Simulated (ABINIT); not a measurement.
A run of ABINIT 10.8.3 (patched build) is set up as follows.

run.abi

```
# Datasets: ground state, then fixed potential
ndtset 2

# Pseudopotentials
pp_dirpath "./"
pseudos "W.GGA_PBE-JTH.xml"

# Structure
acell 3*1.0 Angstrom
rprim
    -1.5823450000     1.5823450000     1.5823450000
     1.5823450000    -1.5823450000     1.5823450000
     1.5823450000     1.5823450000    -1.5823450000
ntypat 1
znucl 74
natom 1
typat 1
xcart
     0.0000000000     0.0000000000     0.0000000000

# Plane-wave basis
ecut 16.0
pawecutdg 32.0

# Exchange and correlation
ixc -120135

# Bands and occupations
occopt 3
tsmear 0.05 eV

# SCF cycle
nstep 100

# Output
iomode 3
prtwf 0
prteig 0
prtebands 0
enunit 1
prtden1 1

# Dataset 1
kptopt1 1
ngkpt1 12 12 12
nshiftk1 1
shiftk1 0.0 0.0 0.0
nband1 11
tolvrs1 1.0e-9

# Dataset 2: bands along G-H-N-G-P-H
iscf2 -2
getden2 1
nband2 17
nbdbuf2 4
tolwfr2 1.0e-11
kptopt2 -5
ndivsm2 5
prteig2 1
prtvol2 -3
kptbounds2
     0.0000000000     0.0000000000     0.0000000000
     0.5000000000    -0.5000000000     0.5000000000
     0.0000000000     0.0000000000     0.5000000000
     0.0000000000     0.0000000000     0.0000000000
     0.2500000000     0.2500000000     0.2500000000
     0.5000000000    -0.5000000000     0.5000000000
```

Potentials or basis: JTH PAW PBE v2.0.

The run is started by

```bash
$ abinit run.abi > log 2>&1
```

(1) Estimate the pressure.

(2) Predict the band gap on the k mesh.

Answers

(1) -4.9 GPa.

(2) none (metal or under the smearing width).

Caveat: the PAW data sets were made with another functional, which shifts forces and pressure a little; spin-orbit coupling is left out, which moves the levels of the heavy elements.
